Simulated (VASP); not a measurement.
The system is Sb.

```
Sb
1.0
    -1.87134    1.87134    1.87134
     1.87134   -1.87134    1.87134
     1.87134    1.87134   -1.87134
Sb
1
Direct
  0.00000 0.00000 0.00000
```

This isn't the form of Sb at room conditions, which is rhombohedral.

* Program: VASP 6.6.1
* Task: relaxation of cell and atoms
* Functional: LAK
* Potentials or basis: VASP PAW PBE potentials, release 64 (Sb)
* Cutoff: 600 eV
* k mesh: 10 × 10 × 10
* Occupations: gaussian, width 0.05 eV
* Spin: no spin polarisation

At the start: pressure 6.2 GPa; volume 26.21 Å³/atom.

Question: Where does the relaxation end?

Answer: Over 17 steps the energy falls by 51.1 meV/atom and the volume is 29.06 Å³/atom (+10.9 %); space group Im-3m (No. 229, to 0.05 Å).

Step by step:
```tsv
step	energy change (eV)	largest force (eV/Å)	pressure (GPa)	volume (Å³)
1	0.0000	0.0000	6.20	26.21
2	-0.0445	0.0000	-1.67	30.26
3	-0.0510	0.0000	-0.05	29.09
4	-0.0510	0.0000	0.06	29.03
5	-0.0510	0.0000	0.06	29.03
6	-0.0510	0.0000	0.06	29.03
7	-0.0510	0.0000	0.06	29.03
8	-0.0510	0.0000	0.06	29.03
9	-0.0510	0.0000	0.06	29.03
10	-0.0510	0.0000	0.06	29.03
11	-0.0510	0.0000	0.06	29.03
12	-0.0510	0.0000	0.06	29.03
13	-0.0510	0.0000	0.05	29.03
14	-0.0510	0.0000	0.05	29.03
15	-0.0510	0.0000	0.05	29.04
16	-0.0511	0.0000	0.04	29.04
17	-0.0511	0.0000	0.01	29.06
```

Final structure:
```
CELL_PARAMETERS angstrom
-1.93671 1.93671 1.93671
1.93671 -1.93671 1.93671
1.93671 1.93671 -1.93671
ATOMIC_POSITIONS crystal
Sb 0.00000 0.00000 0.00000
```

Caveat: the PAW data sets were made with another functional, which shifts forces and pressure a little.
